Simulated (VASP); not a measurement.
## Al: relaxation of cell and atoms with LDA

The system is Al.

```xyz
2
Lattice="2.8633 0.0000 0.0000 -1.4317 2.4797 0.0000 0.0000 0.0000 4.6758" Properties=species:S:1:pos:R:3 pbc="T T T"
Al    0.0000    1.6532    1.1690
Al    1.4317    0.8266    3.5069
```

This isn't the form of Al at room conditions, which is fcc.

```
Program                : VASP 6.6.1
Task                   : relaxation of cell and atoms
Functional             : LDA
Potentials or basis    : VASP PAW LDA potentials, release 64 (Al)
Cutoff                 : 600 eV
k mesh                 : 18 × 18 × 10
Occupations            : gaussian, width 0.1 eV
Spin                   : no spin polarisation
Further INCAR settings : ALGO = Normal; EDIFF = 1e-07; IBRION = 2; EDIFFG = -0.005; NSW = 90; ISIF = 3
```

```json
{
  "Relaxed volume": "15.95 Å³/atom",
  "Relaxed cell": "a = 2.829 Å, b = 2.829 Å, c = 4.602 Å, α = 90.00°, β = 90.00°, γ = 120.00°",
  "Space group after relaxing (to 0.05 Å)": "P6_3/mmc (No. 194)",
  "Energy gained by relaxing": "6.1 meV/atom",
  "Ionic steps": "9",
  "Pressure after relaxing": "0.0 GPa",
  "Band gap on the k mesh": "none (metal or under the smearing width)"
}
```

The path:
| step | energy change (eV) | largest force (eV/Å) | pressure (GPa) | volume (Å³) |
| --- | --- | --- | --- | --- |
| 1 | 0.0000 | 0.0000 | -2.91 | 33.20 |
| 2 | -0.0120 | 0.0000 | 0.34 | 31.77 |
| 3 | -0.0122 | 0.0000 | 0.00 | 31.91 |
| 4 | -0.0122 | 0.0000 | -0.06 | 31.93 |
| 5 | -0.0122 | 0.0000 | -0.06 | 31.93 |
| 6 | -0.0122 | 0.0000 | -0.05 | 31.93 |
| 7 | -0.0122 | 0.0000 | -0.05 | 31.93 |
| 8 | -0.0122 | 0.0000 | 0.06 | 31.88 |
| 9 | -0.0122 | 0.0000 | 0.00 | 31.91 |

Final structure:
```yaml
crystal:
  lattice:
    - [2.82939, 0.00000, 0.00000]
    - [-1.41469, 2.45032, 0.00000]
    - [0.00000, 0.00000, 4.60210]
  atoms:
    - { symbol: Al, position: [0.33333, 0.66667, 0.25000] }
    - { symbol: Al, position: [0.66667, 0.33333, 0.75000] }
```

Levels at points of the mesh, in eV from the Fermi level:
```csv
k point,band 1,band 2,band 3,band 4,band 5,band 6
"(0.00, 0.00, 0.00)",-11.34,-4.67,-4.40,10.65,10.65,11.06
"(0.50, 0.00, 0.00)",-5.44,-5.25,0.60,1.19,1.50,1.83
"(0.00, 0.00, 0.50)",-9.61,-9.61,3.56,3.56,11.90,11.90
"(0.50, 0.00, 0.50)",-4.01,-4.01,-3.28,-3.28,7.11,7.11
```

Wall time 53 s on 1 thread of Intel(R) Xeon(R) 6975P-C (Granite Rapids), with other jobs on the host, peak memory 0.17 GiB.
